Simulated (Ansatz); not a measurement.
## Ti across functionals

```
Ti
1.0
     0.00000    2.03000    2.03000
     2.03000    0.00000    2.03000
     2.03000    2.03000    0.00000
Ti
1
Direct
  0.00000 0.00000 0.00000
```

The cell is COD entry 1534878, as deposited and not checked against the literature; nothing was relaxed.

One fixed cell is solved with several functionals by PAW with the default files in Ansatz 0.2.0, scalar-relativistically. A positive pressure means that the functional wants a larger cell.

The PAW files were made with PBE; their cores are remade for each functional.

Settings: a Γ-centred 15×15×15 k mesh, Fermi–Dirac smearing of 0.05 eV, cutoff 420 eV, no spin polarisation.

Cutoffs: PBE 420 eV, LDA 420 eV, PBEsol 420 eV, r²SCAN 500 eV.

(1) Order the settings by the pressure that they give at this fixed cell, lowest first.
A. PBEsol
B. r²SCAN
C. LDA
D. PBE

Answers

(1) C (-4.83 GPa), A (-0.25 GPa), B (4.37 GPa), D (4.48 GPa).
